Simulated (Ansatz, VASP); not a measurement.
**Cs: VASP beside Ansatz**

run.py

```python
from ase.calculators.vasp import Vasp
from ase.dft.bandgap import bandgap
from ase.io import read

atoms = read('Cs.cif', primitive_cell=True, subtrans_included=False)
calc = Vasp(
    directory='calc',
    xc='pbe',
    pp='PBE',
    setups='materialsproject',
    prec='Accurate',
    encut=520,
    ediff=1e-06,
    ismear=0,
    sigma=0.02,
    lreal=False,
    lasph=True,
    nelm=80,
    algo='Fast',
    isif=2,
    lwave=False,
    lcharg=True,
    lelf=True,
    lvhar=True,
    kpts=[7, 7, 7],
    gamma=True,
    nbands=10,
)
atoms.calc = calc

print('energy (eV):', atoms.get_potential_energy())
print('free energy (eV):', atoms.get_potential_energy(force_consistent=True))
print('forces (eV/A):')
print(atoms.get_forces())
print('stress (eV/A^3, Voigt):', atoms.get_stress())
print('Fermi level (eV):', calc.get_fermi_level())
gap, top, bottom = bandgap(calc)
print('band gap (eV):', gap, 'from (spin, k, band)', top, 'to', bottom)
```

The input Cs.cif:

```cif
data_Cs
_cell_length_a 5.50015092
_cell_length_b 5.50015092
_cell_length_c 8.19447796
_cell_angle_alpha 90.00000000
_cell_angle_beta 90.00000000
_cell_angle_gamma 90.00000000
_space_group_name_H-M_alt 'I4/mmm'
_space_group_name_Hall '-I 4 2'
_space_group_IT_number 139
loop_
_space_group_symop_operation_xyz
'x,y,z'
'-x,-y,-z'
'-y,x,z'
'y,-x,-z'
'-x,-y,z'
'x,y,-z'
'y,-x,z'
'-y,x,-z'
'x,-y,-z'
'-x,y,z'
'-y,-x,-z'
'y,x,z'
'-x,y,-z'
'x,-y,z'
'y,x,-z'
'-y,-x,z'
'x+1/2,y+1/2,z+1/2'
'-x+1/2,-y+1/2,-z+1/2'
'-y+1/2,x+1/2,z+1/2'
'y+1/2,-x+1/2,-z+1/2'
'-x+1/2,-y+1/2,z+1/2'
'x+1/2,y+1/2,-z+1/2'
'y+1/2,-x+1/2,z+1/2'
'-y+1/2,x+1/2,-z+1/2'
'x+1/2,-y+1/2,-z+1/2'
'-x+1/2,y+1/2,z+1/2'
'-y+1/2,-x+1/2,-z+1/2'
'y+1/2,x+1/2,z+1/2'
'-x+1/2,y+1/2,-z+1/2'
'x+1/2,-y+1/2,z+1/2'
'y+1/2,x+1/2,-z+1/2'
'-y+1/2,-x+1/2,z+1/2'
loop_
_atom_site_label
_atom_site_type_symbol
_atom_site_symmetry_multiplicity
_atom_site_Wyckoff_symbol
_atom_site_fract_x
_atom_site_fract_y
_atom_site_fract_z
_atom_site_occupancy
Cs1 Cs 2 a 0.0000000000 0.0000000000 0.0000000000 1
```

input.yaml

```yaml
crystal:
  lattice:
    - [-2.75007546, 2.75007546, 4.09723898]
    - [2.75007546, -2.75007546, 4.09723898]
    - [2.75007546, 2.75007546, -4.09723898]
  atoms:
    - { symbol: Cs, position: [0.0, 0.0, 0.0] }
hamiltonian:
  xc: pbe
  pseudopotentials: { kind: paw }
kpoints:
  mp_grid: { grid: [7, 7, 7] }
scf:
  occupations: { method: gaussian, width: 0.02 }
output:
  forces: true
  stress: true
  eigenvalues: true
  write_density: true
  write_potential: true
  elf: true
  volumetric_format: npy
```

This isn't the form of Cs at room conditions, which is bcc.

Alike in both runs: task single point; functional PBE; k mesh 7 × 7 × 7; occupations gaussian, width 0.02 eV; no spin polarisation.

|  | VASP | Ansatz |
| --- | --- | --- |
| version | VASP 6.6.1 | Ansatz 0.2.0 |
| potentials or method | VASP PAW PBE potentials, release 64 (Cs_sv) | Ansatz PAW |
| plane-wave cutoff (eV) | 520 | 420 |
| valence electrons in the cell | 9 | 9 |

```tsv
	VASP	Ansatz	Ansatz less VASP
gap on the k mesh at the Fermi level (eV)	none	none	-
pressure (GPa)	-0.1	-0.1	+0.01
```

A gap of «none» marks a metal or a gap that the smearing closes.

Spin-orbit coupling is left out, which matters for the levels of Cs.
